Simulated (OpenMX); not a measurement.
Ge:

```
Ge
1.0
     0.00000    2.82891    2.82891
     2.82891    0.00000    2.82891
     2.82891    2.82891    0.00000
Ge
2
Cartesian
  4.2434 4.2434 4.2434
  2.8289 2.8289 2.8289
```

Base run:

* Program: OpenMX 3.8.5
* Functional: PBE
* Potentials or basis: OpenMX 2013 PBE set, Ge7.0-s2p2d1, grid cutoff 300 Ry
* k mesh: 9 × 9 × 9
* Occupations: fermi-dirac, width 0.05 eV
* Spin: no spin polarisation

Its results: pressure 6.2 GPa.

Q: The run is repeated on the same cell with these changes: potentials or basis from OpenMX 2013 PBE set, Ge7.0-s2p2d1, grid cutoff 300 Ry to OpenMX 2013 PBE set, Ge7.0-s3p2d2f1, grid cutoff 300 Ry. What comes out?

A: Pressure 5.1 GPa.

Caveats: the basis of atomic orbitals isn't converged, which shifts pressures, moduli and gaps.

Not every run made on this cell is shown here.
